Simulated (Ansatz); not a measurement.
The parent structure is GeO2 (space group P3_121, No. 152; a = 4.9887 Å, c = 5.6753 Å). Axes: x lies along a and z along c of the hexagonal cell.

The values are results of Ansatz (a program for electronic structure) r2SCAN, without spin-orbit coupling, not measurements.

Before the change:

| Quantity | Result |
|---|---|
| Band gap | 4.22 eV |
| Electron mass | 0.39 mₑ along c, 0.43 mₑ across (at Γ) |

It is then changed as follows: uniaxial stress, 5 GPa compression along z; all other stress components relax to zero.

Predict the new mean lateral Poisson ratio.

The mean lateral Poisson ratio amounts to 0.36.

What does the calculation give for the band gap after the change?

The band gap falls by 0.05 eV (4.22 eV → 4.17 eV).

What happens to the secant Young's modulus along z?

The secant Young's modulus along z is 100 GPa.

What happens to the electron mass?

The electron mass goes from 0.39 mₑ along c, 0.43 mₑ across (at Γ) to 0.41 mₑ along x, 0.41 mₑ along y, 0.40 mₑ along z (at Γ).

Load acts through the strain it causes; cell and atoms are relaxed under it. Effective masses come from finite differences of ±0.01 Å⁻¹. Beyond what the load breaks, stability against distortions was not tested.
